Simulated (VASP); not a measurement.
# Mg (R-3m) in VASP: notebook

The runs below take Mg through single point, relaxation of cell and atoms, with PBE.

Program: VASP 6.6.1. These are calculated values, not measurements. Logs are shortened: lines on timing, memory, paths and dates and some standing lists are left out, and cuts for length are marked.

## Step 1: Starting point

The structure is trigonal, space group R-3m (No. 166). Conventional cell: a = 7.290 Å, b = 7.290 Å, c = 18.648 Å, α = 90.00°, β = 90.00°, γ = 120.00°. Mg (site symmetry m) is surrounded by 6 Mg at 2.48 to 2.68 Å. Around Mg (site symmetry m) lie 7 Mg at 2.65 to 2.98 Å.

The cell was built by a generator and needn't be a form met in nature.

## Step 2: Single point, PBE

Contents of INCAR:

```
SYSTEM = Mg
PREC = Accurate
ENCUT = 520
EDIFF = 1E-7
ISMEAR = 0
SIGMA = 0.1
LREAL = .FALSE.
LASPH = .TRUE.
NELM = 100
ALGO = Normal
ISIF = 2
LWAVE = .FALSE.
LCHARG = .TRUE.
GGA = PE
LELF = .TRUE.
LVHAR = .TRUE.
NBANDS = 24
```

Contents of KPOINTS:

```
regular mesh
0
G
  3 3 3
  0 0 0
```

Contents of POSCAR:

```
Mg
1.0
    3.6449664690      2.1044223721      6.2161336964
   -3.6449664690      2.1044223721      6.2161336964
    0.0000000000     -4.2088447441      6.2161336964
Mg
12
Direct
    0.0101900000      0.6536100000      0.0101900000
    0.0101900000      0.0101900000      0.6536100000
    0.6536100000      0.0101900000      0.0101900000
    0.9898100000      0.3463900000      0.9898100000
    0.3463900000      0.9898100000      0.9898100000
    0.9898100000      0.9898100000      0.3463900000
    0.2211800000      0.6306000000      0.2211800000
    0.2211800000      0.2211800000      0.6306000000
    0.6306000000      0.2211800000      0.2211800000
    0.7788200000      0.3694000000      0.7788200000
    0.3694000000      0.7788200000      0.7788200000
    0.7788200000      0.7788200000      0.3694000000
```

Potentials or basis: VASP PAW PBE potentials, release 64 (Mg).

Started as:

```
> cat potpaw_PBE.64/Mg/POTCAR > POTCAR
> mpirun -np 1 vasp_std > vasp.out
```

OUTCAR:

```text
SYSTEM = Mg
   PREC = Accurate
   ENCUT = 520
   EDIFF = 1E-7
   ISMEAR = 0
   LREAL = .FALSE.
   LASPH = .TRUE.
   NELM = 100
   ISIF = 2
   GGA = PE

 ion  position               nearest neighbor table
   1  0.010  0.654  0.010-   4 2.48   3 2.60   2 2.60   7 2.67  12 2.68  11 2.68
   2  0.010  0.010  0.654-   6 2.48   3 2.60   1 2.60   8 2.67  10 2.68  11 2.68
   3  0.654  0.010  0.010-   5 2.48   1 2.60   2 2.60   9 2.67  12 2.68  10 2.68
   4  0.990  0.346  0.990-   1 2.48   5 2.60   6 2.60  10 2.67   8 2.68   9 2.68
   5  0.346  0.990  0.990-   3 2.48   4 2.60   6 2.60  11 2.67   8 2.68   7 2.68
   6  0.990  0.990  0.346-   2 2.48   4 2.60   5 2.60  12 2.67   9 2.68   7 2.68
   7  0.221  0.631  0.221-  11 2.65  12 2.65   1 2.67   6 2.68   5 2.68   9 2.98   8 2.98
   8  0.221  0.221  0.631-  10 2.65  11 2.65   2 2.67   4 2.68   5 2.68   7 2.98   9 2.98
   9  0.631  0.221  0.221-  10 2.65  12 2.65   3 2.67   6 2.68   4 2.68   7 2.98   8 2.98
  10  0.779  0.369  0.779-   9 2.65   8 2.65   4 2.67   2 2.68   3 2.68  11 2.98  12 2.98
  11  0.369  0.779  0.779-   7 2.65   8 2.65   5 2.67   2 2.68   1 2.68  10 2.98  12 2.98
  12  0.779  0.779  0.369-   7 2.65   9 2.65   6 2.67   3 2.68   1 2.68  10 2.98  11 2.98

  LATTYP: Found a trigonal (rhomboedric) cell.
 ALAT       =     7.5069762363
 COS(alpha) =     0.5284942553

  Lattice vectors:

 A1 = (   3.6449664690,   2.1044223721,   6.2161336964)
 A2 = (  -3.6449664690,   2.1044223721,   6.2161336964)
 A3 = (   0.0000000000,  -4.2088447441,   6.2161336964)

Analysis of symmetry for initial positions (statically):
=====================================================================
 Subroutine PRICEL returns:
 Original cell was already a primitive cell.

 Routine SETGRP: Setting up the symmetry group for a
 trigonal (rhombohedral) supercell.

 Subroutine GETGRP returns: Found 12 space group operations
 (whereof 12 operations were pure point group operations)
 out of a pool of 12 trial point group operations.

The static configuration has the point symmetry D_3d.

Analysis of symmetry for dynamics (positions and initial velocities):
=====================================================================
 Subroutine PRICEL returns:
 Original cell was already a primitive cell.

 Routine SETGRP: Setting up the symmetry group for a
 trigonal (rhombohedral) supercell.

 Subroutine GETGRP returns: Found 12 space group operations
 (whereof 12 operations were pure point group operations)
 out of a pool of 12 trial point group operations.

The dynamic configuration has the point symmetry D_3d.

[... 112 lines left out ...]
   EMIN   =  10.00;   EMAX   =-10.00  energy-range for DOS
   EFERMI =   0.00;   METHOD = LEGACY
   ISMEAR =     0;   SIGMA  =   0.10  broadening in eV -4-tet -1-fermi 0-gaus
   EFERMI_NEDOS =   21; number of points for ismear=-14 and -15
   IALGO  =     38    algorithm
   IMIX   =      4    mixing-type and parameters
     AMIX     =   0.40;   BMIX     =  1.00
     AMIX_MAG =   1.60;   BMIX_MAG =  1.00
  volume/ion in A,a.u.               =      23.84       160.88
  Fermi-wavevector in a.u.,A,eV,Ry     =   0.716659  1.354289  6.987954  0.513600
  Thomas-Fermi vector in A             =   1.805137
   LORBIT       =      0    0 simple, 1 ext, 2 COOP (PROOUT), +10 PAW based schemes
   GGA     = PE    functional components
   LHFCALC =     F    Hartree Fock is set to
   AEXX    =    0.0000 exact exchange contribution
   IVDW    =     0    specifies the selected vdW correction
   LEPSILON=     F    determine dielectric tensor
   LRPA    =     F    only Hartree local field effects (RPA)
 non-spin polarized calculation
 Gauss-broadening in eV      SIGMA  =   0.10
  energy-cutoff  :      520.00
  volume of cell :      286.09
 maximum number of plane-waves:      7723
   NGX = 27   NGY = 27   NGZ = 27

 number of electron      24.0000000 magnetization

 Free energy of the ion-electron system (eV)
  ---------------------------------------------------
  ext. energy  EPLUGINS =         0.00000000
  ---------------------------------------------------
  free energy    TOTEN  =        -5.98721393 eV

  energy without entropy =       -5.93505941  energy(sigma->0) =       -5.96113667

 E-fermi :   2.3232     XC(G=0):  -8.1259

 val. band max:        2.3165065455   @ k =  -0.3333   0.3333   0.0000
 cond. band min:       2.3447028869   @ k =  -0.3333   0.3333   0.0000
 fundamental gap:      0.0281963414
 Fermi energy:         2.3232138785

 k-point     1 :       0.0000    0.0000    0.0000
  band No.  band energies     occupation
      1      -4.9596      2.00000
      2      -1.7520      2.00000
      3      -1.4759      2.00000
      4      -1.4759      2.00000
      5      -1.0574      2.00000
      6      -0.5804      2.00000
[... 151 lines left out ...]
     23       5.4547      0.00000
     24       5.6075      0.00000

------------------------ aborting loop because EDIFF is reached ----------------------------------------

  FORCE on cell =-STRESS in cart. coord.  units (eV):
  Direction    XX          YY          ZZ          XY          YZ          ZX
  --------------------------------------------------------------------------------------
  -------------------------------------------------------------------------------------
  Total       24.7533848     24.7533848     33.9017411      0.0000000      0.0000000     -0.0000000
  in kB      138.6267787    138.6267787    189.8604653      0.0000000      0.0000000     -0.0000000
  external PRESSURE =     155.7046742 kB  Pullay stress =       0.0000000 kB

 VOLUME and BASIS-vectors are now :
 -----------------------------------------------------------------------------
  energy-cutoff  :      520.00
  volume of cell :      286.09
      direct lattice vectors                 reciprocal lattice vectors
     3.644966469  2.104422372  6.216133696     0.137175473  0.079198296  0.053623900
    -3.644966469  2.104422372  6.216133696    -0.137175473  0.079198296  0.053623900
     0.000000000 -4.208844744  6.216133696     0.000000000 -0.158396593  0.053623900

 POSITION                                       TOTAL-FORCE (eV/Angst)
 -----------------------------------------------------------------------------------
     -2.34524      1.35403      4.18961         0.961360     -0.555042     -0.390596
      0.00000     -2.70805      4.18961         0.000000      1.110083     -0.390596
      2.34524      1.35403      4.18961        -0.961360     -0.555042     -0.390596
      2.34524     -1.35403     14.45879        -0.961360      0.555042      0.390596
     -2.34524     -1.35403     14.45879         0.961360      0.555042      0.390596
      0.00000      2.70805     14.45879         0.000000     -1.110083      0.390596
     -1.49232      0.86159      6.66966         2.038890     -1.177154      0.535296
      0.00000     -1.72319      6.66966         0.000000      2.354308      0.535296
      1.49232      0.86159      6.66966        -2.038890     -1.177154      0.535296
      1.49232     -0.86159     11.97874        -2.038890      1.177154     -0.535296
     -1.49232     -0.86159     11.97874         2.038890      1.177154     -0.535296
      0.00000      1.72319     11.97874         0.000000     -2.354308     -0.535296
 -----------------------------------------------------------------------------------
    total drift:                               -0.000000      0.000000      0.000000

  FREE ENERGIE OF THE ION-ELECTRON SYSTEM (eV)
  ---------------------------------------------------
  free  energy   TOTEN  =        -5.9872139287 eV

  energy  without entropy=       -5.9350594097  energy(sigma->0) =       -5.96113667
```

stdout:

```text
POSCAR found type information on POSCAR Mg
 POSCAR found :  1 types and      12 ions
 scaLAPACK will be used
 LDA part: xc-table for (Slater+PW92), standard interpolation
 POSCAR, INCAR and KPOINTS ok, starting setup
 FFT: planning ... GRIDC
 FFT: planning ... GRID_SOFT
 FFT: planning ... GRID
 WAVECAR not read
 entering main loop
```

Wall time 78 s (1 thread of Intel Xeon Platinum 8488C (Sapphire Rapids), shared host); peak memory 0.4 GiB.

Results:

- Free energy: -5.9872 eV
- Pressure: 15.6 GPa
- Largest force: 2.414 eV/Å
- Band gap on the k mesh: none (metal or under the smearing width)

Forces in eV/Å, atoms in the order of the input:
```
Mg   0.961 -0.555 -0.391
Mg   0.000  1.110 -0.391
Mg  -0.961 -0.555 -0.391
Mg  -0.961  0.555  0.391
Mg   0.961  0.555  0.391
Mg   0.000 -1.110  0.391
Mg   2.039 -1.177  0.535
Mg   0.000  2.354  0.535
Mg  -2.039 -1.177  0.535
Mg  -2.039  1.177 -0.535
Mg   2.039  1.177 -0.535
Mg   0.000 -2.354 -0.535
```

Stress tensor (GPa, compression positive):
```
13.86  0.00  0.00
 0.00 13.86  0.00
 0.00  0.00 18.99
```

Levels at points of the mesh, in eV from the Fermi level:
| k point | band 8 | band 9 | band 10 | band 11 | band 12 | band 13 | band 14 | band 15 | band 16 | band 17 |
| --- | --- | --- | --- | --- | --- | --- | --- | --- | --- | --- |
| (0.00, 0.00, 0.00) | -2.75 | -2.08 | -2.08 | -1.84 | -1.33 | -0.71 | -0.71 | 0.90 | 1.92 | 1.92 |

Caveat: so large a pressure means that the cell lies far from this level's equilibrium, or that cutoff or potentials fall short; forces of over 1 eV/Å show positions far from the minimum, so gaps and moduli don't describe the material at rest.

## Step 3: Single point, PBE

This run uses another cell than the first one, of 31.13 Å³/atom, 1.306 times its volume.

Contents of INCAR:

```
SYSTEM = Mg
ALGO     = Normal         ! electronic algorithm
EDIFF    = 1E-6           ! SCF threshold, eV
ENCUT    = 520            ! plane-wave cutoff, eV
GGA      = PE             ! functional
ISIF     = 2              ! what is computed and relaxed
ISMEAR   = 0              ! smearing method
LASPH    = .TRUE.         ! aspherical terms in the spheres
LCHARG   = .TRUE.         ! write CHGCAR
LELF     = .TRUE.         ! ELF
LREAL    = .FALSE.        ! projectors in reciprocal space
LVHAR    = .TRUE.       
LWAVE    = .FALSE.        ! write WAVECAR
NBANDS   = 24             ! bands
NELM     = 100            ! most SCF steps
PREC     = Accurate       ! precision mode
SIGMA    = 0.1            ! smearing width, eV
```

Contents of KPOINTS:

```
k-points
0
G
  3 3 3
  0 0 0
```

Contents of POSCAR:

```
Mg
1.0
    3.8195478357      2.2052169711      7.3915320596
   -3.8195478357      2.2052169711      7.3915320596
    0.0000000000     -4.4104339422      7.3915320597
Mg
12
Direct
    0.0982805408      0.4931546980      0.0982805408
    0.0982805408      0.0982805408      0.4931546980
    0.4931546980      0.0982805408      0.0982805408
    0.9017194592      0.5068453020      0.9017194592
    0.5068453020      0.9017194592      0.9017194592
    0.9017194592      0.9017194592      0.5068453020
    0.2368520957      0.6338679689      0.2368520957
    0.2368520957      0.2368520957      0.6338679689
    0.6338679689      0.2368520957      0.2368520957
    0.7631479043      0.3661320311      0.7631479043
    0.3661320311      0.7631479043      0.7631479043
    0.7631479043      0.7631479043      0.3661320311
```

Potentials or basis: VASP PAW PBE potentials, release 64 (Mg).

Started as:

```
> cat potpaw_PBE.64/Mg/POTCAR > POTCAR
> mpirun -np 1 vasp_std > vasp.out
```

It took 89 s on 1 thread of Intel Xeon Platinum 8488C (Sapphire Rapids), shared host; peak memory 0.55 GiB.

It converged, with:

| Property | Result |
| --- | --- |
| Free energy | -13.1792 eV |
| Pressure | 0.2 GPa |
| Largest force | 0.012 eV/Å |
| Band gap on the k mesh | none (metal or under the smearing width) |

Forces on the atoms (eV/Å):
```
Mg  -0.004  0.002 -0.010
Mg   0.000 -0.005 -0.010
Mg   0.004  0.002 -0.010
Mg   0.004 -0.002  0.010
Mg  -0.004 -0.002  0.010
Mg   0.000  0.005  0.010
Mg   0.005 -0.003  0.010
Mg   0.000  0.006  0.010
Mg  -0.005 -0.003  0.010
Mg  -0.005  0.003 -0.010
Mg   0.005  0.003 -0.010
Mg   0.000 -0.006 -0.010
```

Stress tensor (GPa, compression positive):
```
0.10 0.00 0.00
0.00 0.10 0.00
0.00 0.00 0.29
```

Levels at points of the mesh, in eV from the Fermi level:
```tsv
k point	band 8	band 9	band 10	band 11	band 12	band 13	band 14	band 15	band 16	band 17
(0.00, 0.00, 0.00)	-2.38	-1.26	-1.26	-1.19	-0.80	-0.80	-0.66	-0.19	1.68	1.68
```

(Part 1 of 2 ends here.)
